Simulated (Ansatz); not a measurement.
# CuO (Tenorite) (Cc) in Ansatz: notebook

Runs on CuO (Tenorite). Level: PBEsol+U. Tasks: band structure.

Everything below comes from runs of Ansatz 0.2.0. Logs are shortened: lines on timing, memory, paths and dates and some standing lists are left out, and cuts for length are marked.

## (1) Starting point

It takes space group Cc (No. 9, monoclinic). Conventional cell: a = 4.689 Å, b = 3.427 Å, c = 5.132 Å, α = 90.00°, β = 99.65°, γ = 90.00°. Cu (site symmetry 1) has 4 O at 1.91 to 2.02 Å as nearest neighbours. O (site symmetry 1) is surrounded by 4 Cu at 1.91 to 2.02 Å.

## (2) Band structure, PBEsol+U

File input.yaml:

```yaml
crystal:
  lattice:
    - [2.34465, -1.7134, 0.0]
    - [2.34465, 1.7134, 0.0]
    - [-0.8605543552, 0.0, 5.0594363927]
  atoms:
    - { symbol: Cu, position: [0.4968, 0.0032, 0.5] }
    - { symbol: Cu, position: [0.0032, 0.4968, 0.0] }
    - { symbol: O, position: [0.4056, 0.5714, 0.7537] }
    - { symbol: O, position: [0.5714, 0.4056, 0.2537] }
hamiltonian:
  xc: pbesol
  pseudopotentials: { kind: paw }
  hubbard: { sites: [{ species: Cu, l: d, u_eff: 5.0 }] }
kpoints:
  mp_grid: { grid: [10, 10, 5] }
  band_path:
    path:
      - [[0.0, 0.0, 0.0], [-0.5, -0.5, 0.0], [-0.5249462874, -0.5249462874, 0.3256415493], [-0.5, -0.5, 0.5], [-0.6336780905, -0.3663219095, 0.5]]
      - [[-0.3663219095, 0.3663219095, 0.5], [0.0, 0.0, 0.5], [-0.4750537126, -0.4750537126, 0.6743584507]]
      - [[-0.5, -0.5, 0.0], [-0.6126314136, -0.3873685864, 0.0]]
      - [[-0.3873685864, 0.3873685864, 0.0], [0.0, 0.0, 0.0], [-0.5, 0.0, 0.0]]
      - [[-0.5, 0.0, 0.5], [0.0, 0.0, 0.0]]
    npoints: 14
scf:
  occupations: { method: fermi_dirac, width: 0.05 }
  n_extra_bands: 10
output:
  forces: true
  stress: true
  eigenvalues: true
  fatbands: false
  write_density: true
  write_potential: true
  elf: true
  volumetric_format: npy
```

Potentials or basis: Ansatz PAW.

On the command line:

```
$ ansatz run input.yaml --threads 2 --pin off --max-ram 5632MiB --backend cpu --events-out ev --progress --plain --runs-dir out
```

The log of the run:

```text
Warning: RAYON_NUM_THREADS=2 ignored (pool sized by the plan → 2); use --threads N
Cu: projections on atomic orbitals take those of the free atom [Ne] 3s2 3p6 3d10 4s1, of charge +0.00 (hamiltonian.pseudopotentials.projection_atoms); the dataset's partial waves leave at most 2.0e-6 of an orbital's norm unspanned inside its sphere
O: projections on atomic orbitals take those of the free atom [He] 2s2 2p4, of charge +0.00 (hamiltonian.pseudopotentials.projection_atoms); the dataset's partial waves leave at most 1.9e-8 of an orbital's norm unspanned inside its sphere
scf.n_extra_bands = 10 over 25 filled bands (N_el = 50.0): the run solves 35 bands
Engine: ansatz 0.2.0, x86_64-unknown-linux-gnu
Pseudopotentials: kind: paw
Pseudopotential: Cu, paw, valence charge 19, recommended cutoff 420 eV (normal), Cu.paw.azcp
Pseudopotential: O, paw, valence charge 6, recommended cutoff 420 eV (normal), O.paw.azcp
Functional definition: PBEsol
  exchange = pbesol_x
  correlation = pbesol_c
Crystal: 4 atoms, lattice volume = 40.651 Å³
Basis set: ecut = 420 eV, 789 PW (Γ), exchange–correlation on 40×40×72 points (8 copies of the dense FFT grid, shifted against one another)
Bands: 35, of which v1, the nominal top of the filled ones, is band 25 counted from 1 (24 counted from 0)
Symmetry: 2 space group operations
Space group: Cc (ITA 9), of the structure as read, at distance tolerance 3.4e-5 Å
k-points: 141 of 500 (time reversal used)
Non-local potential: Cu, projectors of the file, l = 0: 3, l = 1: 2, l = 2: 3, l = 3: 1
Non-local potential: O, projectors of the file, l = 0: 2, l = 1: 2, l = 2: 1
PAW form: soft (Blöchl's): semilocal exchange-correlation on the pseudo side does not see the compensation charge
PAW frozen core: Cu, regenerated for the run's functional, and the local potential with it (the file was generated under x = pbe(κ = 0.804, μ = 0.2195149727645171), c = pbe(β = 0.06672455060314922))
PAW frozen core: O, regenerated for the run's functional, and the local potential with it (the file was generated under x = pbe(κ = 0.804, μ = 0.2195149727645171), c = pbe(β = 0.06672455060314922))
PAW one-centre angular grid: Cu, 590 points (default); XC on 64 Gauss nodes
PAW one-centre angular grid: O, 110 points (default); XC on 64 Gauss nodes
Initial density: superposition of atomic densities (chi_scale 0.1, normalization cell, long waves of neutral atoms under a Hubbard term (reshape's long-wave potential 0.00 eV rms, cloud 1.98 Å wide))
Initial wavefunctions: pseudopotential atomic-orbital guess
Functional: x = pbesol(κ = 0.804, μ = 0.12345679012345678), c = pbesol(β = 0.046)
SCF iter   1: F=—  HF=-14294.059920 eV  |F-HF|=—  |Δ(HF+E_count)|=         —  Δρ=8.75e-2  dr2=2.13e0  ethr=3.10e-3  ⟨swp⟩=5.1  Hψ=18189  notcnv=0  defer=102
preconditioner: auto → Kerker (q_TF=auto, 2.824 Å⁻¹)  [metal: Δε(μ)=0.009 eV  Ē_g=17.007 eV  σ=0.050 eV  W_gap=0.05  n_scr=20 (ndim 8)  ℏωp=34.0 eV  f_vac=0.000  D(μ)=1.85/eV (n_scr^D=20)]
SCF iter   2: F=—  HF=-14294.059812 eV  |F-HF|=—  |Δ(HF+E_count)|=   1.08e-4  Δρ=6.60e-2  dr2=7.53e-1  ethr=3.10e-3  ⟨swp⟩=2.2  Hψ=8581  notcnv=0  defer=460
SCF iter   3: F=—  HF=-14294.054962 eV  |F-HF|=—  |Δ(HF+E_count)|=   4.85e-3  Δρ=2.19e-2  dr2=4.32e-2  ethr=1.51e-3  ⟨swp⟩=2.0  Hψ=8847  notcnv=0  defer=454
SCF iter   4: F=—  HF=-14294.219595 eV  |F-HF|=—  |Δ(HF+E_count)|=   1.65e-1  Δρ=2.52e-2  dr2=1.50e-1  ethr=8.64e-5  ⟨swp⟩=2.1  Hψ=8368  notcnv=0  defer=454
SCF iter   5: F=—  HF=-14294.195936 eV  |F-HF|=—  |Δ(HF+E_count)|=   2.37e-2  Δρ=2.15e-3  dr2=1.30e-3  ethr=8.64e-5  ⟨swp⟩=2.0  Hψ=9030  notcnv=0  defer=458
SCF iter   6: F=—  HF=-14294.197684 eV  |F-HF|=—  |Δ(HF+E_count)|=   1.75e-3  Δρ=1.01e-3  dr2=1.62e-4  ethr=2.59e-6  ⟨swp⟩=2.0  Hψ=7865  notcnv=0  defer=458
SCF iter   7: F=—  HF=-14294.197848 eV  |F-HF|=—  |Δ(HF+E_count)|=   1.64e-4  Δρ=1.75e-4  dr2=1.05e-5  ethr=3.25e-7  ⟨swp⟩=2.0  Hψ=6565  notcnv=0  defer=458
SCF iter   8: F=—  HF=-14294.197854 eV  |F-HF|=—  |Δ(HF+E_count)|=   6.08e-6  Δρ=4.68e-5  dr2=1.04e-6  ethr=2.09e-8  ⟨swp⟩=2.0  Hψ=6793  notcnv=0  defer=458
SCF iter   9: F=-14294.197854 eV  HF=-14294.197854 eV  |F-HF|=9.32e-9  |Δ(HF+E_count)|=   3.16e-7  Δρ=1.26e-5  dr2=6.56e-8  ethr=2.00e-10  ⟨swp⟩=9.8  Hψ=34065  notcnv=0
SCF 1 converged in 9 iterations: F = -14294.197854 eV  dr2 = 6.56e-8
NSCF: frozen V_eff on 145 k-points
SCF converged after 9 iterations
Free energy (F): -14294.197854 eV
Harris-Foulkes:  -14294.197854 eV  (|F-HF|=9.32e-9)
Internal energy: -14294.180648 eV  (E = F + TS)
E sigma→0 (E₀):  -14294.189251 eV
Entropy (-TS):   -0.017207 eV (-4.302 meV/atom)
Fermi energy:    11.437856 eV
--- Per-component energies (eV) ---
  E_band       = -890.337191
  E_kinetic    = 943.002647
  E_local      = -9696.229622  (includes V_loc(G=0)·N_el)
  E_nonlocal   = 892.815529
  E_hartree    = 4204.067145
  E_xc         = -319.849887
  E_vxc        = -412.660179  (∫ρ·V_xc dr)
  E_hubbard    = 1.993329  (on-site DFT+U / exact-exchange correction)
  E_vhub       = -43.591566  (the Hubbard potential's part of the band-sum identity)
  E_paw        = -3563.630769  (= ΣΔE_a)
  E_vpaw       = -981.794450  (= ΣTr[D̂ρ^β])
  E_aug_tail   = 0.005377  (compensation charges beyond the density's cutoff)
  E_ewald      = -6756.837377
  E_core_change = 0.482980  (= ΣΔE_core)
  E_smearing   = -0.017207  (= −TS)
  E_closure    = -0.000000  (closes the sum)
  Σ components = -14294.197854   (vs F -14294.197854, Δ=0.00e0)
--- Forces (eV/Å), atoms counted from 1 ---
  atom   1  Cu    -0.65623068    -0.35754945     0.25894468
  atom   2  Cu    -0.65623068     0.35754945     0.25894468
  atom   3  O      0.65621888    -0.28183040    -0.25894026
  atom   4  O      0.65621888     0.28183040    -0.25894026
  max |Σ_I F_I| component: 2.36e-5 eV/Å
--- Stress (GPa, compression-positive) ---
       -0.190705       0.000000      -1.517489
        0.000000       0.862061       0.000000
       -1.517481       0.000000      -1.434916
  P = ⅓ Tr σ = -0.2545 GPa (-2.545 kbar)
--- Band table (eV; the first three rows and the last of 141) ---
  k-point 0: bands = ["-99.6836", "-99.6826", "-57.3689", "-57.3682", "-57.3603", "-57.3504", "-56.9501", "-56.9496", "-8.0677", "-6.6929", "3.1919", "5.6317", "5.8610", "6.8462", "7.0679", "7.1869", "7.3782", "7.7271", "7.8603", "7.9642", "8.6797", "8.7880", "8.9875", "9.2171", "11.6995", "12.4276", "13.4036", "17.8738", "20.0103", "25.2225", "27.5449", "28.1917", "28.6543", "28.9945", "30.0332"]
  k-point 1: bands = ["-99.6834", "-99.6826", "-57.3688", "-57.3683", "-57.3594", "-57.3514", "-56.9501", "-56.9496", "-7.9568", "-6.8511", "3.5467", "5.7396", "5.9140", "6.5945", "6.9355", "7.1236", "7.4073", "7.5617", "7.7487", "7.8149", "8.7156", "8.7192", "9.1281", "9.2820", "11.6683", "12.2801", "13.9699", "17.2917", "20.8605", "25.2631", "27.0273", "27.1216", "28.7231", "29.2022", "30.4296"]
  k-point 2: bands = ["-99.6829", "-99.6826", "-57.3687", "-57.3685", "-57.3569", "-57.3538", "-56.9499", "-56.9498", "-7.6503", "-7.2318", "4.4813", "5.6131", "6.0289", "6.1807", "6.6575", "6.7392", "7.4787", "7.4956", "7.6443", "7.7174", "8.4038", "8.5145", "9.5384", "9.6551", "11.6646", "11.9306", "15.1082", "16.2661", "22.5786", "24.5240", "26.0331", "26.4521", "28.9360", "29.2277", "30.3491"]
  k-point 140: bands = ["-99.6817", "-99.6812", "-57.3836", "-57.3826", "-57.3545", "-57.3529", "-56.9589", "-56.9580", "-6.6807", "-6.6177", "4.4918", "5.1446", "5.3050", "5.6253", "6.2497", "6.3831", "7.1857", "7.4644", "7.8466", "7.8659", "8.7710", "9.0379", "9.3458", "9.6922", "10.6540", "11.4116", "16.5822", "17.7541", "20.5868", "21.2273", "24.5989", "24.7250", "27.5169", "27.6910", "27.9723"]
Occupation matrices written to <dir>
```

Run time: 18 s. Hardware: 2 threads of Intel Xeon Platinum 8259CL at 2.50GHz (Skylake/Cascade Lake), shared host; peak memory 0.63 GiB.

What came out:

```yaml
Free_energy: -14294.1979 eV
Pressure: -0.3 GPa
Largest_force: 0.791 eV/Å
Band_gap_on_the_k_mesh: none (metal or under the smearing width)
```

Forces in eV/Å, atoms in the order of the input:
```
Cu  -0.656 -0.358  0.259
Cu  -0.656  0.358  0.259
O    0.656 -0.282 -0.259
O    0.656  0.282 -0.259
```

Levels at the corners of the path, in eV from the Fermi level:
```csv
point,band 23,band 24,band 25,band 26,band 27,band 28
Γ,-2.45,-2.22,0.26,0.99,1.97,6.44
Y,-2.06,-2.05,-0.97,1.16,3.82,7.57
F,-2.19,-1.79,-0.83,0.22,4.73,6.65
L,-1.89,-1.89,-0.44,-0.44,5.71,5.71
I,-2.20,-2.20,-0.34,-0.34,6.33,6.33
I1,-2.20,-2.20,-0.34,-0.34,6.33,6.33
Z,-1.78,-1.78,0.33,0.33,4.26,4.26
F1,-2.19,-1.79,-0.83,0.22,4.73,6.65
Y,-2.06,-2.05,-0.97,1.16,3.82,7.57
X1,-2.14,-1.87,-1.55,0.99,5.31,7.70
X,-2.14,-1.87,-1.55,0.99,5.31,7.70
Γ,-2.45,-2.22,0.26,0.99,1.97,6.44
N,-2.21,-1.77,0.03,0.37,5.37,6.74
M,-2.63,-2.46,-0.19,0.79,5.56,6.99
Γ,-2.45,-2.22,0.26,0.99,1.97,6.44
```

Eigenvalues of the final occupation matrices:
| site | spin | trace | eigenvalues |
| --- | --- | --- | --- |
| site 1 | 1 | 4.76 | 0.79 0.98 0.99 1.00 1.00 |
| site 2 | 1 | 4.76 | 0.79 0.98 0.99 1.00 1.00 |

Caveat: the pressure holds a Pulay correction of +0.8 GPa for the finite cutoff; the run has no spin polarisation, though such a crystal can be magnetic; U without spin polarisation on a metal has little footing; the PAW data sets come from PBE, with cores solved anew for the run's functional, which leaves a small shift of forces and pressure.

## (3) Band structure, PBEsol+U

input.yaml: that of step 2 with these lines changed.

```diff
@@ -13,3 +13,3 @@
   pseudopotentials: { kind: paw }
-  hubbard: { sites: [{ species: Cu, l: d, u_eff: 5.0 }] }
+  hubbard: { sites: [{ species: Cu, l: d, u_eff: 6.0 }] }
 kpoints:
@@ -32,5 +32 @@
   fatbands: false
-  write_density: true
-  write_potential: true
-  elf: true
-  volumetric_format: npy
```

Potentials or basis: Ansatz PAW.

On the command line:

```
$ ansatz run input.yaml --threads 2 --pin off --max-ram 5632MiB --backend cpu --events-out ev --progress --plain --runs-dir out
```

It took 18 s on 2 threads of Intel Xeon Platinum 8259CL at 2.50GHz (Skylake/Cascade Lake), shared host; peak memory 0.55 GiB.

Results (log left out):

```
Free energy            : -14293.8059 eV
Pressure               : 0.4 GPa
Largest force          : 0.805 eV/Å
Band gap on the k mesh : none (metal or under the smearing width)
```

Forces in eV/Å, atoms in the order of the input:
```
Cu  -0.667 -0.365  0.264
Cu  -0.667  0.365  0.264
O    0.667 -0.257 -0.264
O    0.667  0.257 -0.264
```

Stress tensor (GPa, compression positive):
```
 0.56  0.00 -1.61
 0.00  1.26  0.00
-1.61  0.00 -0.68
```

Levels at the corners of the path, in eV from the Fermi level:
```csv
point,band 21,band 22,band 23,band 24,band 25,band 26,band 27,band 28,band 29,band 30
Γ,-2.80,-2.58,-2.49,-2.15,0.27,1.00,2.05,6.55,8.68,13.91
Y,-3.68,-3.37,-2.20,-2.14,-1.02,1.17,3.94,7.70,9.17,10.51
F,-2.98,-2.53,-2.32,-1.86,-0.86,0.23,4.85,6.77,9.35,10.06
L,-2.64,-2.64,-1.95,-1.95,-0.46,-0.46,5.84,5.84,9.60,9.60
I,-2.74,-2.74,-2.29,-2.29,-0.35,-0.35,6.45,6.45,9.67,9.67
I1,-2.74,-2.74,-2.29,-2.29,-0.35,-0.35,6.45,6.45,9.67,9.67
Z,-3.10,-3.10,-1.77,-1.77,0.34,0.34,4.35,4.35,12.25,12.25
F1,-2.98,-2.53,-2.32,-1.86,-0.86,0.23,4.85,6.77,9.35,10.06
Y,-3.68,-3.37,-2.20,-2.14,-1.02,1.17,3.94,7.70,9.17,10.51
X1,-3.39,-2.99,-2.27,-1.93,-1.60,1.00,5.42,7.83,8.34,10.36
X,-3.39,-2.99,-2.27,-1.93,-1.60,1.00,5.42,7.83,8.34,10.36
Γ,-2.80,-2.58,-2.49,-2.15,0.27,1.00,2.05,6.55,8.68,13.91
N,-3.36,-2.58,-2.31,-1.77,0.04,0.38,5.49,6.86,7.46,11.63
M,-3.74,-2.83,-2.59,-2.58,-0.21,0.79,5.67,7.10,8.59,9.11
Γ,-2.80,-2.58,-2.49,-2.15,0.27,1.00,2.05,6.55,8.68,13.91
```

Eigenvalues of the final occupation matrices:
```csv
site,spin,trace,eigenvalues
site 1,1,4.77,0.80 0.98 0.99 1.00 1.00
site 2,1,4.77,0.80 0.98 0.99 1.00 1.00
```

Caveat: the pressure holds a Pulay correction of +0.8 GPa for the finite cutoff; the run has no spin polarisation, though such a crystal can be magnetic; U without spin polarisation on a metal has little footing; the PAW data sets come from PBE, with cores solved anew for the run's functional, which leaves a small shift of forces and pressure.

(Continued in part 2 of 2.)
